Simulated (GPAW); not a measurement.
Write an ASE script for GPAW 26.7.0 that does the following.

| Item | Value |
| --- | --- |
| Task | relaxation of cell and atoms |
| Functional | r2SCAN |
| Dispersion | D4 |
| Potentials or basis | GPAW PAW data sets (gpaw-data 1.2.1) |
| Cutoff | 600 eV |
| Basis | pw |
| k mesh | 7 × 7 × 5 |
| Occupations | fermi-dirac, width 0.05 eV |
| Spin | collinear spin, ferromagnetic start |
| Starting moments | [0.0, 3.0] μB |
| Maxiter | 150 |
| Optimizer | LBFGS |
| Fmax | 0.02 eV/Å |
| Max steps | 100 |

FePt (Tetraferroplatinum):

```
Pt Fe
1.0
     2.72350    0.00000    0.00000
     0.00000    2.72350    0.00000
     0.00000    0.00000    3.72000
Pt Fe
1 1
Direct
  0.50000 0.50000 0.50000
  0.00000 0.00000 0.00000
```

The input as run:

run.py

```python
from ase import Atoms
from ase.calculators.mixing import SumCalculator
from ase.filters import FrechetCellFilter
from ase.io import write
from ase.optimize import LBFGS
from dftd4.ase import DFTD4
from gpaw import GPAW, PW

atoms = Atoms(['Pt', 'Fe'],
              cell=[[2.7235, 0.0, 0.0],
                    [0.0, 2.7235, 0.0],
                    [0.0, 0.0, 3.72]],
              scaled_positions=[[0.5, 0.5, 0.5],
                                [0.0, 0.0, 0.0]],
              pbc=True)
atoms.set_initial_magnetic_moments([0.0, 3.0])

calc = GPAW(mode=PW(600),
            xc='MGGA_X_R2SCAN+MGGA_C_R2SCAN',
            kpts={'size': (7, 7, 5), 'gamma': True},
            occupations={'name': 'fermi-dirac', 'width': 0.05},
            nbands=24,
            convergence={'density': 1e-05, 'energy': 1e-05},
            maxiter=150,
            txt='gpaw.txt')
atoms.calc = SumCalculator([calc, DFTD4(method='r2scan')])
opt = LBFGS(FrechetCellFilter(atoms), trajectory='relax.traj', logfile='-')
done = opt.run(fmax=0.02, steps=100)
calc.write('gs.gpw')
write('result.traj', atoms)
print('Converged:', done)
print('Cell:', atoms.cell.cellpar().round(4))
print('Volume:', round(atoms.get_volume(), 4))
print(atoms.get_scaled_positions().round(5))
```

Potentials or basis: GPAW PAW data sets (gpaw-data 1.2.1), pw.

Launch:

```sh
$ OMP_NUM_THREADS=1 python run.py
```

It gave:

```yaml
Relaxed_volume: 13.91 Å³/atom
Relaxed_cell: a = 2.740 Å, b = 2.740 Å, c = 3.706 Å, α = 90.00°, β = 90.00°, γ = 90.00°
Space_group_after_relaxing_to_0.05_Å: P4/mmm (No. 123)
Energy_gained_by_relaxing: 1.2 meV/atom
Ionic_steps: 6
Pressure_after_relaxing: -0.1 GPa
Band_gap_on_the_k_mesh: none (metal or under the smearing width)
Net_moment: 3.52 μB per cell
Site_moments: Pt +0.38; Fe +3.20 μB
Dispersion_energy_per_atom: -0.177 eV
```

Caveat: each step starts from the last one's moments, so a moment once lost doesn't come back; later steps reuse the first step's grids; the PAW data sets were made with another functional, which shifts forces and pressure a little; pairwise dispersion overbinds metals, which lowers pressure and volume.

Run time: 8.7 min on 1 thread of Arm Neoverse V1 (shared host), peak memory 0.97 GiB.
